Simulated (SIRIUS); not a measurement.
Crystal: AlN.

```
CELL_PARAMETERS angstrom
0.00000 2.18399 2.18399
2.18399 0.00000 2.18399
2.18399 2.18399 0.00000
ATOMIC_POSITIONS crystal
Al 0.00000 0.00000 0.00000
N 0.25000 0.25000 0.25000
```

Measurements of this composition are mostly on another form, of space group No. 186.

Base run:

| Property | Result |
| --- | --- |
| Program | SIRIUS 7.12.0 |
| Functional | PBEsol |
| Potentials or basis | PseudoDojo 0.4.1 PBE standard (scalar relativistic) |
| Cutoff | 1152 eV |
| Density cutoff | 4606 eV |
| k mesh | 10 × 10 × 10 |
| Occupations | fermi-dirac, width 0.05 eV |
| Spin | no spin polarisation |

Its results: band gap on the k mesh 3.17 eV; pressure 2.3 GPa.

Q: The run is repeated on the same cell with these changes: functional from PBEsol to LDA; libxc names from ["XC_GGA_X_PBE_SOL", "XC_GGA_C_PBE_SOL"] to ["XC_LDA_X", "XC_LDA_C_PW"]. What comes out?

A: Band gap on the k mesh 3.18 eV; pressure 1.8 GPa.

Caveats: the potentials were made for another functional, which shifts forces and pressure.

A k mesh can miss the band edges.

Not every run made on this cell is shown here.
